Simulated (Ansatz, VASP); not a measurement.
# One calculation of Sc, two programs

```
Sc
1.0
     0.00000    2.27050    2.27050
     2.27050    0.00000    2.27050
     2.27050    2.27050    0.00000
Sc
1
Direct
  0.00000 0.00000 0.00000
```

Alike in both runs: task single point; functional PBE; k mesh 12 × 12 × 12; occupations tetrahedron; no spin polarisation.

|  | VASP | Ansatz |
| --- | --- | --- |
| version | VASP 6.6.1 | Ansatz 0.2.0 |
| potentials or method | VASP PAW PBE potentials, release 64 (Sc_sv), cutoff 520 eV | all-electron LAPW, scalar-relativistic |

```tsv
	VASP	Ansatz	Ansatz less VASP
pressure (GPa)	2.9	2.8	-0.03
```

Ansatz ran all-electron here, so the differences hold the error of VASP's frozen core and of both bases. Ansatz warned: «band_table_not_solved_further».

Caveats: tetrahedron occupations give inexact forces and stress in metals.
